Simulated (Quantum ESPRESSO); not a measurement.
# Ge (I4_1/amd) in Quantum ESPRESSO: further runs, part 2 of 2

Quantum ESPRESSO 7.5.

## (5) Single point, LDA, 17.78 Å³/atom

Input file pw.in:

```
&CONTROL
  calculation = 'scf'
  prefix = 'pwscf'
  outdir = './tmp'
  pseudo_dir = './pseudo'
  tprnfor = .true.
  tstress = .true.
  disk_io = 'nowf'
/
&SYSTEM
  ibrav = 0
  nat = 2
  ntyp = 1
  ecutwfc = 78
  nbnd = 21
  occupations = 'smearing'
  smearing = 'fd'
  degauss = 0.00367493
/
&ELECTRONS
  conv_thr = 4d-10
  electron_maxstep = 120
  mixing_beta = 0.5
/
ATOMIC_SPECIES
Ge    72.6300 Ge.upf
CELL_PARAMETERS angstrom
  -2.5396950521    2.5396950521    1.3785263734
   2.5396950521   -2.5396950521    1.3785263734
   2.5396950521    2.5396950521   -1.3785263734
ATOMIC_POSITIONS crystal
Ge     0.5000000000    0.5000000000    0.0000000000
Ge     0.2500000000    0.7500000000    0.5000000000
K_POINTS automatic
11 11 11 0 0 0
```

Command:

```console
> OMP_NUM_THREADS=1 pw.x -in pw.in > pw.out
```

Wall time 2.6 min (1 thread of Intel Xeon Platinum 8375C at 2.90GHz (Ice Lake), shared host); peak memory 0.16 GiB.

It converged, with:

```
Free energy            : -4856.0642 eV
Pressure               : 0.6 GPa
Band gap on the k mesh : none (metal or under the smearing width)
```

## (6) Single point, LDA, 18.15 Å³/atom

pw.in: that of step 5 with these lines changed.

```diff
@@ -27,5 +27,5 @@
 CELL_PARAMETERS angstrom
-  -2.5396950521    2.5396950521    1.3785263734
-   2.5396950521   -2.5396950521    1.3785263734
-   2.5396950521    2.5396950521   -1.3785263734
+  -2.5572107439    2.5572107439    1.3880337523
+   2.5572107439   -2.5572107439    1.3880337523
+   2.5572107439    2.5572107439   -1.3880337523
 ATOMIC_POSITIONS crystal
```

Potentials or basis: PseudoDojo 0.4.1 SR LDA standard.

Command:

```console
> OMP_NUM_THREADS=1 pw.x -in pw.in > pw.out
```

It took 2.4 min on 1 thread of Intel Xeon Platinum 8375C at 2.90GHz (Ice Lake), shared host; peak memory 0.17 GiB.

It converged, with:

| Quantity | Value |
| --- | --- |
| Free energy | -4856.0634 eV |
| Pressure | -1.0 GPa |
| Band gap on the k mesh | none (metal or under the smearing width) |

## (7) Single point, LDA, 18.52 Å³/atom

pw.in: that of step 6 with these lines changed.

```diff
@@ -27,5 +27,5 @@
 CELL_PARAMETERS angstrom
-  -2.5572107439    2.5572107439    1.3880337523
-   2.5572107439   -2.5572107439    1.3880337523
-   2.5572107439    2.5572107439   -1.3880337523
+  -2.5744897190    2.5744897190    1.3974126432
+   2.5744897190   -2.5744897190    1.3974126432
+   2.5744897190    2.5744897190   -1.3974126432
 ATOMIC_POSITIONS crystal
```

Command:

```console
> OMP_NUM_THREADS=1 pw.x -in pw.in > pw.out
```

It took 2.5 min on 1 thread of Intel Xeon Platinum 8375C at 2.90GHz (Ice Lake), shared host; peak memory 0.17 GiB.

It converged, with:

```yaml
Free_energy: -4856.0553 eV
Pressure: -2.5 GPa
Band_gap_on_the_k_mesh: none (metal or under the smearing width)
```

## (8) Single point, LDA, 18.89 Å³/atom

pw.in: that of step 7 with these lines changed.

```diff
@@ -27,5 +27,5 @@
 CELL_PARAMETERS angstrom
-  -2.5744897190    2.5744897190    1.3974126432
-   2.5744897190   -2.5744897190    1.3974126432
-   2.5744897190    2.5744897190   -1.3974126432
+  -2.5915398167    2.5915398167    1.4066673013
+   2.5915398167   -2.5915398167    1.4066673013
+   2.5915398167    2.5915398167   -1.4066673013
 ATOMIC_POSITIONS crystal
```

Command:

```console
> OMP_NUM_THREADS=1 pw.x -in pw.in > pw.out
```

It took 2.5 min on 1 thread of Intel Xeon Platinum 8375C at 2.90GHz (Ice Lake), shared host; peak memory 0.17 GiB.

Results (log left out):

* Free energy: -4856.0405 eV
* Pressure: -3.9 GPa
* Band gap on the k mesh: none (metal or under the smearing width)

## (9) Single point, LDA, 19.27 Å³/atom

pw.in: that of step 8 with these lines changed.

```diff
@@ -27,5 +27,5 @@
 CELL_PARAMETERS angstrom
-  -2.5915398167    2.5915398167    1.4066673013
-   2.5915398167   -2.5915398167    1.4066673013
-   2.5915398167    2.5915398167   -1.4066673013
+  -2.6083684688    2.6083684688    1.4158017605
+   2.6083684688   -2.6083684688    1.4158017605
+   2.6083684688    2.6083684688   -1.4158017605
 ATOMIC_POSITIONS crystal
```

Potentials or basis: PseudoDojo 0.4.1 SR LDA standard.

Command:

```console
> OMP_NUM_THREADS=1 pw.x -in pw.in > pw.out
```

Run time: 1.9 min. Hardware: 1 thread of Intel Xeon Platinum 8375C at 2.90GHz (Ice Lake), shared host; peak memory 0.17 GiB.

The run converged. Its results:

| Item | Value |
| --- | --- |
| Free energy | -4856.0197 eV |
| Pressure | -5.1 GPa |
| Band gap on the k mesh | none (metal or under the smearing width) |

## (10) Single point, LDA, 19.64 Å³/atom

pw.in: that of step 9 with these lines changed.

```diff
@@ -27,5 +27,5 @@
 CELL_PARAMETERS angstrom
-  -2.6083684688    2.6083684688    1.4158017605
-   2.6083684688   -2.6083684688    1.4158017605
-   2.6083684688    2.6083684688   -1.4158017605
+  -2.6249827287    2.6249827287    1.4248198492
+   2.6249827287   -2.6249827287    1.4248198492
+   2.6249827287    2.6249827287   -1.4248198492
 ATOMIC_POSITIONS crystal
```

Command:

```console
> OMP_NUM_THREADS=1 pw.x -in pw.in > pw.out
```

It took 2 min on 1 thread of Intel Xeon Platinum 8375C at 2.90GHz (Ice Lake), shared host; peak memory 0.18 GiB.

Results (log left out):

| Quantity | Value |
| --- | --- |
| Free energy | -4855.9936 eV |
| Pressure | -6.2 GPa |
| Band gap on the k mesh | none (metal or under the smearing width) |

## (11) Equation of state, LDA

Potentials or basis: PseudoDojo 0.4.1 SR LDA standard.

No new run: the results of the series are fitted here.

Results:

```
Equilibrium volume                        : 17.93 Å³/atom
Bulk modulus at fixed shape and positions : 83 GPa
Pressure derivative of the bulk modulus   : 4.3
```

Energy against volume, from the lowest point:
| volume (Å³/atom) | energy (meV/atom) |
| --- | --- |
| 17.413 | 3.73 |
| 17.783 | 0.00 |
| 18.154 | 0.39 |
| 18.524 | 4.48 |
| 18.895 | 11.88 |
| 19.265 | 22.26 |
| 19.636 | 35.30 |

Caveat: the cell was scaled at fixed shape and fractional positions, which overstates the stiffness of a crystal with free parameters, most of all of layers and chains.

## (12) The runs side by side

| task | level | potentials or basis | form of the LDA correlation | gap on the mesh (eV) | pressure (GPa) |
| --- | --- | --- | --- | --- | --- |
| band structure | PBEsol | PseudoDojo 0.4.1 SR PBEsol standard | - | none | -0.6 |
| band structure | PBE | PseudoDojo 0.4.1 SR PBE standard | - | none | 3.2 |
| equation of state | LDA | PseudoDojo 0.4.1 SR LDA standard | PW92 | - | - |

Alike in all rows: no spin polarisation; cell as given; k mesh 11 × 11 × 11; cutoff (eV) 1061; smearing fermi-dirac 0.05 eV.

Caveats: the cell was scaled at fixed shape and fractional positions, which overstates the stiffness of a crystal with free parameters, most of all of layers and chains (some runs).

Total energies depend on the potentials used, so only differences within one code and one set of settings carry meaning.
